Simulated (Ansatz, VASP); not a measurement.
## Sr: VASP beside Ansatz

```xyz
2
Lattice="4.3667 0.0000 0.0000 -2.1834 3.7817 0.0000 0.0000 0.0000 7.1428" Properties=species:S:1:pos:R:3 pbc="T T T"
Sr    0.0000    2.5211    1.7857
Sr    2.1834    1.2606    5.3571
```

Change from the starting cell: volume scaled by 1.04.

Alike in both runs: task single point; functional LDA; k mesh 10 × 10 × 5; occupations fermi-dirac, width 0.08 eV; no spin polarisation.

```csv
,VASP,Ansatz
version,VASP 6.6.1,Ansatz 0.2.0
potentials or method,"VASP PAW LDA potentials, release 64 (Sr_sv), cutoff 520 eV","all-electron LAPW, scalar-relativistic"
```

Ansatz gave:

```
pressure (GPa) : -1.8
```

Q: What did VASP give for the same quantities?

A: Pressure (GPa): -1.9.

Ansatz ran all-electron here, so the differences hold the error of VASP's frozen core and of both bases.
